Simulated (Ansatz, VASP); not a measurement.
Given: the input of a run of VASP 6.6.1 on ZrC. Atoms were shifted at random by some hundredths of an Å from the given cell, which wasn't relaxed again for these runs. 

INCAR

```
  PREC = Accurate
  ENCUT = 520
  EDIFF = 1E-7
  ISMEAR = -1
  SIGMA = 0.05
  LREAL = F
  LASPH = T
  NELM = 100
  ALGO = Normal
  ISIF = 2
  LWAVE = F
  LCHARG = F
  GGA = PS
  NBANDS = 15
```

KPOINTS

```
regular mesh
0
Gamma
  10 10 10
```

POSCAR

```
ZrC
1.0
    0.0000000000      2.3650000000      2.3650000000
    2.3650000000      0.0000000000      2.3650000000
    2.3650000000      2.3650000000      0.0000000000
Zr C
1 1
Direct
    0.4901410000      0.4959120000      0.5064160000
   -0.0109390000     -0.0047220000      0.0215780000
```

Potentials or basis: VASP PAW PBE potentials, release 64 (Zr_sv, C).

The run is started by

```console
$ cat potpaw_PBE.64/Zr_sv/POTCAR potpaw_PBE.64/C/POTCAR > POTCAR
$ mpirun -np 1 vasp_std > vasp.out
```

Translate it to Ansatz 0.2.0. Potentials or basis there: Ansatz PAW, cutoff 420 eV.

As run (cutoffs and basis follow the program's own potentials, and thresholds, step limits or extra output files can differ):

The input input.yaml:

```yaml
crystal:
  lattice:
    - [0.0, 2.365, 2.365]
    - [2.365, 0.0, 2.365]
    - [2.365, 2.365, 0.0]
  atoms:
    - { symbol: Zr, position: [0.490141, 0.495912, 0.506416] }
    - { symbol: C, position: [-0.010939, -0.004722, 0.021578] }
hamiltonian:
  xc: pbesol
  pseudopotentials: { kind: paw }
kpoints:
  mp_grid: { grid: [10, 10, 10] }
scf:
  occupations: { method: fermi_dirac, width: 0.05 }
output:
  forces: true
  stress: true
  eigenvalues: true
```

Potentials or basis: Ansatz PAW.

Command:

```bash
$ ansatz run input.yaml --threads 1 --pin off --max-ram 3584MiB --backend cpu --events-out ev --progress --plain --runs-dir out
```

Both were run:

|  | VASP | Ansatz |
| --- | --- | --- |
| Pressure | -8.0 GPa | -8.3 GPa |
| Largest force | 0.312 eV/Å | 0.310 eV/Å |

Ansatz's pressure holds a Pulay term of +0.20 GPa for its cutoff of 420 eV, which the other run lacks.

VASP's potentials were made for PBE. Ansatz's potentials were made for PBE.

Where Ansatz's input types no cutoff or centring, it takes its own default and a Γ-centred mesh.

Pressure is positive in compression.
